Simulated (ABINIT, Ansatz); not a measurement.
# F (C2/m): G0W0 with ABINIT, start to end

How does a plane-wave GW calculation on F (C2/m) run from the first input to the gap?

Calculated with ABINIT 10.8.3; LDA and many-body steps on it, plane waves.

Report form: the programs' logs are mostly left out.

## Step 1: The structure

The structure is monoclinic, space group C2/m (No. 12). Conventional cell: a = 5.301 Å, b = 3.035 Å, c = 7.047 Å, α = 90.00°, β = 107.37°, γ = 90.00°. F has 1 F at 1.41 Å nearest. Nearest to F lie 1 F at 1.41 Å.

The cell and positions are those that the Materials Project relaxed with its own functionals (PBE, PBE+U or r2SCAN), kept fixed.

## Step 2: Ground state

This step: ABINIT 10.8.3; DFT, LDA, plane waves, norm-conserving pseudopotentials.

The ground-state density comes first.

File run.abi:

```
acell 3*1.0 Angstrom
rprim 
  2.650494272500 -1.517320773400 0.000000000000
  2.650494272500 1.517320773400 -0.000000000000
  -2.103423892600 -0.000000000000 6.726107507300
ntypat 1
znucl 9
natom 4
typat 1 1 1 1
xred 
  0.504495130000 0.504495130000 0.400850110000
  0.085358160000 0.085358160000 0.098603260000
  0.495504870000 0.495504870000 0.599149890000
  0.914641840000 0.914641840000 0.901396740000
pp_dirpath "pseudos"
pseudos "F.upf"
ecut 36
ngkpt 8 8 4
nshiftk 1
shiftk 0 0 0
kptopt 1
chksymbreak 0
nband 20
occopt 1
tolvrs 1e-10
nstep 60
prtwf 0
optforces 0
optstress 0
indata_prefix "in"
outdata_prefix "out"
tmpdata_prefix "tmp"
```

On the command line:

```console
$ OMP_NUM_THREADS=1 mpirun -n 4 abinit run.abi > log
```

The job ended after 34 s (4 MPI ranks of Arm Neoverse V2, shared host; peak memory 0.4 GiB; 2.2 min of CPU time).

Numbers from this step:

| Item | Value |
| --- | --- |
| total energy | -2664.8300 eV |
| gap | 2.161 eV |
| k of the valence top | 0.5, 0.5, 0 |
| k of the conduction bottom | 0, 0, 0 |
| least direct gap | 2.236 eV |

The gap is indirect, with the least direct gap 0.08 eV higher.

## Step 3: Bands along the symmetry lines

The cheap functional maps the bands first; the places of the edges decide which points the dearer methods must see.

File run.abi:

```
acell 3*1.0 Angstrom
rprim 
  2.650494272500 -1.517320773400 0.000000000000
  2.650494272500 1.517320773400 -0.000000000000
  -2.103423892600 -0.000000000000 6.726107507300
ntypat 1
znucl 9
natom 4
typat 1 1 1 1
xred 
  0.504495130000 0.504495130000 0.400850110000
  0.085358160000 0.085358160000 0.098603260000
  0.495504870000 0.495504870000 0.599149890000
  0.914641840000 0.914641840000 0.901396740000
pp_dirpath "pseudos"
pseudos "F.upf"
ecut 36
iscf -2
irdden 1
kptopt 0
nkpt 76
kpt 
  0.00000000 0.00000000 0.00000000
  -0.04249277 0.04249277 0.00000000
  -0.08498553 0.08498553 0.00000000
  -0.12747830 0.12747830 0.00000000
  -0.16997107 0.16997107 0.00000000
  -0.21246383 0.21246383 0.00000000
  -0.25495660 0.25495660 0.00000000
  -0.29744936 0.29744936 0.00000000
  -0.33994213 0.33994213 -0.00000000
  -0.66005787 -0.33994213 0.00000000
  -0.64005064 -0.35994936 0.00000000
  -0.62004340 -0.37995660 0.00000000
  -0.60003617 -0.39996383 0.00000000
  -0.58002894 -0.41997107 0.00000000
  -0.56002170 -0.43997830 0.00000000
  -0.54001447 -0.45998553 0.00000000
  -0.52000723 -0.47999277 0.00000000
  -0.50000000 -0.50000000 0.00000000
  -0.43750000 -0.43750000 0.00000000
  -0.37500000 -0.37500000 0.00000000
  -0.31250000 -0.31250000 0.00000000
  -0.25000000 -0.25000000 0.00000000
  -0.18750000 -0.18750000 0.00000000
  -0.12500000 -0.12500000 0.00000000
  -0.06250000 -0.06250000 0.00000000
  0.00000000 0.00000000 0.00000000
  -0.06250000 -0.06250000 0.06250000
  -0.12500000 -0.12500000 0.12500000
  -0.18750000 -0.18750000 0.18750000
  -0.25000000 -0.25000000 0.25000000
  -0.31250000 -0.31250000 0.31250000
  -0.37500000 -0.37500000 0.37500000
  -0.43750000 -0.43750000 0.43750000
  -0.50000000 -0.50000000 0.50000000
  -0.52253134 -0.47746866 0.50000000
  -0.54506268 -0.45493733 0.50000000
  -0.56759401 -0.43240599 0.50000000
  -0.59012535 -0.40987465 0.50000000
  -0.61265669 -0.38734331 0.50000000
  -0.63518802 -0.36481198 0.50000000
  -0.65771936 -0.34228064 0.50000000
  -0.68025070 -0.31974930 0.50000000
  -0.31974930 0.31974930 0.50000000
  -0.27978064 0.27978064 0.50000000
  -0.23981198 0.23981198 0.50000000
  -0.19984331 0.19984331 0.50000000
  -0.15987465 0.15987465 0.50000000
  -0.11990599 0.11990599 0.50000000
  -0.07993733 0.07993733 0.50000000
  -0.03996866 0.03996866 0.50000000
  0.00000000 0.00000000 0.50000000
  0.00000000 0.00000000 0.43750000
  0.00000000 0.00000000 0.37500000
  0.00000000 0.00000000 0.31250000
  0.00000000 0.00000000 0.25000000
  0.00000000 0.00000000 0.18750000
  0.00000000 0.00000000 0.12500000
  0.00000000 0.00000000 0.06250000
  0.00000000 0.00000000 0.00000000
  -0.50000000 0.00000000 0.50000000
  -0.43750000 0.00000000 0.43750000
  -0.37500000 0.00000000 0.37500000
  -0.31250000 0.00000000 0.31250000
  -0.25000000 0.00000000 0.25000000
  -0.18750000 0.00000000 0.18750000
  -0.12500000 0.00000000 0.12500000
  -0.06250000 0.00000000 0.06250000
  0.00000000 0.00000000 0.00000000
  -0.06250000 0.00000000 0.00000000
  -0.12500000 0.00000000 0.00000000
  -0.18750000 0.00000000 0.00000000
  -0.25000000 0.00000000 0.00000000
  -0.31250000 0.00000000 0.00000000
  -0.37500000 0.00000000 0.00000000
  -0.43750000 0.00000000 0.00000000
  -0.50000000 0.00000000 -0.00000000
istwfk *1
nband 21
nbdbuf 2
tolwfr 1e-08
nstep 40
prtwf 0
prtvol 0
indata_prefix "in"
outdata_prefix "out"
tmpdata_prefix "tmp"
```

It took 12 s on 4 MPI ranks; peak memory 0.36 GiB.

Numbers from this step:

* gap: 2.161 eV
* k of the valence top: -0.5, -0.5, 0
* k of the conduction bottom: 0, 0, 0
* least direct gap: 2.236 eV

The gap is 2.161 eV, as in the run before at this level.

Electronic bands along the path, in eV, zero at the top of the highest filled band:

```tsv
point	band 11	band 12	band 13	band 14	band 15	band 16	band 17	band 18
Γ	-0.47	-0.25	-0.23	-0.08	2.16	3.39	9.17	11.35
halfway	-0.68	-0.56	-0.46	-0.27	2.49	3.28	11.44	13.68
C	-0.81	-0.64	-0.43	-0.40	2.82	2.98	14.58	14.98
jump to C2	-0.81	-0.64	-0.43	-0.40	2.82	2.98	14.58	14.98
halfway	-0.75	-0.57	-0.48	-0.14	2.83	2.90	14.28	14.69
Y2	-0.80	-0.51	-0.45	0.00	2.78	2.91	13.93	14.59
halfway	-0.63	-0.44	-0.34	-0.04	2.52	3.16	10.92	12.36
Γ	-0.47	-0.25	-0.23	-0.08	2.16	3.39	9.17	11.35
halfway	-0.60	-0.50	-0.24	-0.12	2.44	3.25	10.81	12.93
M2	-0.84	-0.72	-0.24	-0.19	2.88	2.94	13.88	14.15
halfway	-0.78	-0.75	-0.33	-0.30	2.88	2.95	14.29	14.48
D	-0.90	-0.69	-0.55	-0.28	2.88	2.97	14.66	14.80
jump to D2	-0.90	-0.69	-0.55	-0.28	2.88	2.97	14.66	14.80
halfway	-0.74	-0.54	-0.43	-0.18	2.82	2.91	11.94	11.95
A	-0.42	-0.34	-0.18	-0.13	2.74	2.81	9.99	10.03
halfway	-0.46	-0.29	-0.21	-0.10	2.34	3.21	9.40	10.80
Γ	-0.47	-0.25	-0.23	-0.08	2.16	3.39	9.17	11.35
jump to L2	-1.04	-0.63	-0.51	-0.16	2.64	3.13	14.23	14.43
halfway	-0.62	-0.48	-0.41	-0.20	2.44	3.26	10.95	12.67
Γ	-0.47	-0.25	-0.23	-0.08	2.16	3.39	9.17	11.35
halfway	-0.56	-0.49	-0.41	-0.29	2.47	3.26	10.89	12.90
V2	-0.85	-0.81	-0.45	-0.36	2.89	2.97	14.07	14.21
```

## Step 4: Empty states on the mesh, 4×4×2 mesh, 44 bands

The sums over transitions need many empty states on a uniform mesh; this step solves for them.

File run.abi:

```
acell 3*1.0 Angstrom
rprim 
  2.650494272500 -1.517320773400 0.000000000000
  2.650494272500 1.517320773400 -0.000000000000
  -2.103423892600 -0.000000000000 6.726107507300
ntypat 1
znucl 9
natom 4
typat 1 1 1 1
xred 
  0.504495130000 0.504495130000 0.400850110000
  0.085358160000 0.085358160000 0.098603260000
  0.495504870000 0.495504870000 0.599149890000
  0.914641840000 0.914641840000 0.901396740000
pp_dirpath "pseudos"
pseudos "F.upf"
ecut 36
ngkpt 4 4 2
nshiftk 1
shiftk 0 0 0
kptopt 1
chksymbreak 0
iscf -2
irdden 1
istwfk *1
nband 44
nbdbuf 4
tolwfr 1e-09
nstep 60
prtvol 0
indata_prefix "in"
outdata_prefix "out"
tmpdata_prefix "tmp"
```

The job ended after 7.1 s (4 MPI ranks; peak memory 0.31 GiB; 28 s of CPU time).

Numbers from this step:

```
gap                                                           : 2.161 eV
k of the valence top                                          : 0.5, 0.5, 0
k of the conduction bottom                                    : 0, 0, 0
least direct gap                                              : 2.236 eV
k points computed                                             : 14
lowest point of the top converged band, above the valence top : 35.27 eV
```

On this mesh the gap is 2.161 eV.

## Step 5: Screening, 4×4×2 mesh, 40 bands, screening to 98 eV

The RPA dielectric matrix is built and inverted for each q.

This step: RPA screening on LDA, plane waves, norm-conserving pseudopotentials.

run.abi, as its differences from that of step 4:

```diff
@@ -22,10 +22,11 @@
 chksymbreak 0
-iscf -2
-irdden 1
 istwfk *1
-nband 44
-nbdbuf 4
-tolwfr 1e-09
-nstep 60
-prtvol 0
+occopt 1
+irdwfk 1
+optdriver 3
+nband 40
+ecuteps 3.6
+inclvkb 2
+awtr 1
+symchi 1
 indata_prefix "in"
```

Wall time 10 s (4 MPI ranks); peak memory 0.71 GiB; 40 s of CPU time.

This step gave:

```yaml
eps_infinity_with_local_fields_on_this_mesh_along_the_program_s_q_direction: 2.318
the_same_without_local_fields: 2.732
plasma_frequency: 26.71 eV
plane_waves_in_the_screening_matrix: 133
```

Local fields lower ε∞ by 15 %. On a Γ-centred mesh this coarse the value itself is usually too large, while a short band sum pulls it down.

## Step 6: Self-energy, 4×4×2 mesh, 40 bands, screening to 98 eV

The self-energy is evaluated for the states that the input lists, and the levels follow from it, in one-shot runs by the linearised quasiparticle equation.

This step: G0W0 on LDA, plane waves, norm-conserving pseudopotentials.

run.abi, as its differences from that of step 5:

```diff
@@ -25,8 +25,17 @@
 irdwfk 1
-optdriver 3
+optdriver 4
 nband 40
+gwcalctyp 0
+ecutsigx 36
+symsigma 1
+nkptgw 2
+kptgw 
+  0.5000000000 0.5000000000 0.0000000000
+  0.0000000000 0.0000000000 0.0000000000
+bdgw 
+  13 16
+  13 16
 ecuteps 3.6
-inclvkb 2
-awtr 1
-symchi 1
+irdscr 1
+ppmodel 1
 indata_prefix "in"
```

The job ended after 2.7 s (4 MPI ranks; peak memory 0.18 GiB; 10 s of CPU time).

This step gave:

```
G0W0 gap on the points computed              : 8.053 eV
starting gap on the mesh                     : 2.161 eV
k of the valence top                         : 0.5, 0.5, 0
k of the conduction bottom                   : 0, 0, 0
Z at the valence top                         : 0.791
Z at the conduction bottom                   : 0.804
least direct G0W0 gap on the computed points : 8.127 eV
```

The gap on the mesh goes from 2.16 eV to 8.05 eV, a correction of +5.89 eV.

Limits: finite bands, cutoff and mesh; coarse k mesh. v1 is the top filled band, c1 the lowest empty one. The levels before and after the correction (eV, zero at the valence-band top of each column):

```tsv
	conduction bottom	valence top
Kohn-Sham	2.16	0.00
G0W0	8.05	0.00
```

```tsv
	level	energy (eV)
Kohn-Sham	(0.5 0.5 0) v2	-0.450
Kohn-Sham	(0.5 0.5 0) v1	0.000
Kohn-Sham	(0.5 0.5 0) c1	2.783
Kohn-Sham	(0.5 0.5 0) c2	2.915
Kohn-Sham	Γ v2	-0.232
Kohn-Sham	Γ v1	-0.076
Kohn-Sham	Γ c1	2.161
Kohn-Sham	Γ c2	3.390
G0W0	(0.5 0.5 0) v2	-0.503
G0W0	(0.5 0.5 0) v1	0.000
G0W0	(0.5 0.5 0) c1	8.903
G0W0	(0.5 0.5 0) c2	9.080
G0W0	Γ v2	-0.263
G0W0	Γ v1	-0.074
G0W0	Γ c1	8.053
G0W0	Γ c2	9.691
```

## Step 7: Where the time went

Times are wall times on 4 MPI ranks of Arm Neoverse V2, shared host, good to a factor of about two.

```tsv
step	time	share	memory (GiB)
ground state	34 s	51 %	0.4
bands along the symmetry lines	12 s	19 %	0.36
empty states on the mesh	7.1 s	11 %	0.31
screening	10 s	15 %	0.71
self-energy	2.7 s	4 %	0.18
```

## Step 8: Outcome

- LDA gap: 2.16 eV, indirect
- G0W0 gap on the mesh: 8.05 eV
- GW settings: 4×4×2 mesh, 40 bands, screening to 98 eV, Godby-Needs plasmon pole
- known limits: not at the basis limit; coarse k mesh

**Reading.** G0W0 moves the gap on the mesh from 2.16 eV to 8.05 eV (+5.89 eV), with Z of 0.79 and 0.80 at the edges. Local fields lower the RPA ε∞ on this mesh from 2.73 to 2.32; a Γ-centred mesh this coarse tends to raise both, most where the direct gap is narrow, while a short band sum lowers them. Only 2 of the mesh's irreducible points were corrected, so a valley elsewhere could overtake. The dearest step here is «ground state». Bands and cutoff are finite, so the gap is not at the basis limit. The miss can reach some tenths of an eV and take either sign; the mesh is an error of its own. In the G0W0 run levels were corrected at 2 k points alone, so a gap called «on the mesh» is the least over those, and an edge elsewhere would be missed. The 4×4×2 mesh is coarse for this cell, which bears on the long-range parts of exchange and screening.

[Paths, hosts, dates, memory and timing lines, banners, echoed tables and standing remarks are left out of the program output.]

[Logs are printed without paths, hosts, clocks, repeated set-up lines and the standing remarks that a program may print on its own settings, such as how far it seeks lower states.]

[Runs of the session that timed out or met a known fault of the program may be left out.]

[Hosts, paths, dates, database ids (printed as entryN), source tags and the programs' standing remarks are cut or masked in the printed files.]

[G0W0 gaps are taken among the corrected bands and points alone; a level outside them can change the order at an edge.]

[Where Ansatz stands beside ABINIT at settings called matched, ABINIT's density can come from a denser mesh and the files from another edition; pairs whose starting gaps differed by over 0.03 eV were left out, so agreement reads better than it is.]
